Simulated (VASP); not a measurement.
## AlP: work function with PBEsol

AlP, a slab with vacuum:

```
Al P
1.0
     5.45100    0.00000    0.00000
     0.00000    3.85444    0.00000
     0.00000    0.00000   29.49054
Al P
8 8
Direct
  0.56177 0.50000 0.28553
  0.98357 0.00000 0.33230
  0.48815 0.50000 0.40233
  0.98702 0.00000 0.46633
  0.48702 0.50000 0.53367
  0.98815 0.00000 0.59767
  0.48357 0.50000 0.66770
  0.06177 0.00000 0.71447
  0.76482 0.00000 0.26319
  0.23485 0.50000 0.33646
  0.74140 0.00000 0.40013
  0.23843 0.50000 0.46774
  0.73843 0.00000 0.53226
  0.24140 0.50000 0.59987
  0.73485 0.00000 0.66354
  0.26482 0.50000 0.73681
```

| Item | Value |
| --- | --- |
| Program | VASP 6.6.1 |
| Task | work function |
| Functional | PBEsol |
| Potentials or basis | VASP PAW PBE potentials, release 64 (Al, P) |
| Cutoff | 520 eV |
| k mesh | 4 × 6 × 1 |
| Occupations | gaussian, width 0.05 eV |
| Spin | no spin polarisation |
| Dipole correction | yes |
| Further INCAR settings | ALGO = Normal; EDIFF = 1e-06 |

| Quantity | Value |
| --- | --- |
| Largest force | 0.011 eV/Å |
| Band gap on the k mesh | 1.08 eV, indirect (least direct gap 1.58 eV) |
| Ionisation potential of the upper face | 5.68 eV |

Forces on the atoms (eV/Å):
```
Al   0.006  0.000  0.004
Al  -0.007  0.000  0.005
Al  -0.003  0.000  0.004
Al   0.007  0.000  0.004
Al   0.007  0.000 -0.004
Al  -0.003  0.000 -0.004
Al  -0.007  0.000 -0.005
Al   0.006  0.000 -0.004
P   -0.002  0.000  0.001
P    0.002  0.000 -0.010
P    0.002  0.000  0.005
P   -0.006  0.000  0.005
P   -0.006  0.000 -0.005
P    0.002  0.000 -0.005
P    0.002  0.000  0.010
P   -0.002  0.000 -0.001
```

Levels at points of the mesh, in eV from the valence-band top:
```csv
k point,band 29,band 30,band 31,band 32,band 33,band 34,band 35,band 36
"(0.00, 0.00, 0.00)",-0.25,-0.14,-0.08,0.00,1.58,1.92,2.50,2.53
"(0.50, 0.00, 0.00)",-0.73,-0.73,-0.43,-0.43,2.48,2.48,2.95,2.95
"(0.00, 0.50, 0.00)",-1.25,-1.25,-0.54,-0.54,1.08,1.08,2.16,2.16
"(0.50, 0.50, 0.00)",-0.85,-0.85,-0.41,-0.41,2.21,2.21,3.27,3.27
```

Wall time 2.6 min on 8 MPI ranks on Intel(R) Xeon(R) Platinum 8259CL CPU @ 2.50GHz (Skylake/Cascade Lake), on a shared host, peak memory 0.7 GiB a rank.

Caveat: the PAW data sets were made with another functional, which shifts forces and pressure a little.
